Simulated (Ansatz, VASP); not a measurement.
**La2O3: VASP beside Ansatz**

File INCAR:

```
PREC = Accurate
ENCUT = 520
EDIFF = 1E-6
ISMEAR = 0
SIGMA = 0.01
LREAL = False
LASPH = True
NELM = 60
ALGO = Normal
ISIF = 2
LWAVE = False
LCHARG = False
NBANDS = 28
```

File KPOINTS:

```
regular mesh
0
Gamma
  6 6 6
```

File POSCAR:

```
La2O3
1.0
    6.2667802800      0.0000000000      0.0000000000
   -3.1333901400      5.4271909200      0.0000000000
    0.0000000000      0.0000000000      3.2997660000
La O
2 3
Direct
    0.3333333333      0.6666666667      0.5000000000
    0.6666666667      0.3333333333      0.5000000000
    0.4919860000      0.4919860000      0.0000000000
    0.0000000000      0.5080140000      0.0000000000
    0.5080140000      0.0000000000      0.0000000000
```

Input for Ansatz:

```yaml
crystal:
  lattice:
    - [6.26678028, 0.0, 0.0]
    - [-3.13339014, 5.42719092, 0.0]
    - [0.0, 0.0, 3.299766]
  atoms:
    - { symbol: La, position: [0.3333333333333333, 0.6666666666666666, 0.5] }
    - { symbol: La, position: [0.6666666666666666, 0.3333333333333333, 0.5] }
    - { symbol: O, position: [0.491986, 0.491986, 0.0] }
    - { symbol: O, position: [2.855625699857266e-17, 0.508014, 0.0] }
    - { symbol: O, position: [0.508014, 0.0, 0.0] }
basis:
  ecutwfc: 475.0
kpoints:
  mp_grid:
    grid: [6, 6, 6]
    shift: [0.0, 0.0, 0.0]
hamiltonian:
  xc: lda
scf:
  occupations:
    method: fixed
output:
  eigenvalues: true
```

The cell comes from a database or a generator and needn't be the stable form of this composition.

Alike in both runs: task single point; functional LDA; k mesh 6 × 6 × 6; no spin polarisation.

|  | VASP | Ansatz |
| --- | --- | --- |
| version | VASP 6.6.1 | Ansatz 0.2.0 |
| potentials or method | VASP PAW LDA potentials, release 64 (La, O) | plane waves, PAW |
| plane-wave cutoff (eV) | 520 | 475 |
| occupations | gaussian, width 0.01 eV | fixed |
| valence electrons in the cell | 40 | 40 |

Ansatz gave:

- gap on the k mesh at the Fermi level (eV): 1.39

Question: What did VASP give for the same quantities?

Answer: gap on the k mesh at the Fermi level (eV): 1.38.

Caveats: spin-orbit coupling is left out, which moves the levels of the heavy elements. Expect the measured gap to be larger: semilocal functionals such as LDA lack the derivative discontinuity. A k mesh can miss the band edges.
